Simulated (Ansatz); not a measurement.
**ScAl3: equation of state with PBEsol**

**Measured values to compare with.**

“A Combined Experimental and First-Principles Based Assessment of Finite-Temperature Thermodynamic Properties of Intermetallic Al3Sc”, 2021, pmc:8067998 quotes, for a bulk crystal of ScAl3 at 298 K: bulk modulus 91.5 ± 1.1 GPa.

Crystal: ScAl3.

```
Sc Al
1.0
     4.08781    0.00000    0.00000
     0.00000    4.08781    0.00000
     0.00000    0.00000    4.08781
Sc Al
1 3
Cartesian
  0.0000 0.0000 0.0000
  2.0439 2.0439 0.0000
  0.0000 2.0439 2.0439
  2.0439 0.0000 2.0439
```

The cell is a database's computed one.

```
Program             : Ansatz 0.2.0
Task                : equation of state
Functional          : PBEsol
Potentials or basis : all-electron LAPW, scalar-relativistic
Basis error allowed : 0.001 eV/atom
k mesh              : 7 × 7 × 7
Occupations         : fermi-dirac, width 0.05 eV
Spin                : no spin polarisation
```

```
Equilibrium volume                      : 16.86 Å³/atom
Bulk modulus                            : 92 GPa
Pressure derivative of the bulk modulus : 4.0
```

Energy against volume, from the lowest point:
```
volume (Å³/atom)  energy (meV/atom)
          16.052              11.85
          16.394               3.63
          16.735               0.00
          17.077               0.51
          17.419               4.71
          17.760              12.33
          18.102              22.98
```

All runs of the series together: 37 s on 2 threads of Intel(R) Xeon(R) Platinum 8375C CPU @ 2.90GHz (Ice Lake) (shared host).

A measured bulk modulus of ScAl3 is 91.5 GPa (298 K; quoted in “A Combined Experimental and First-Principles Based Assessment of Finite-Temperature Thermodynamic Properties of Intermetallic Al3Sc”, 2021, pmc:8067998); the calculated 92 GPa misses it by +0.6 %. The fit is for a static lattice scaled at fixed shape and fixed fractional positions.
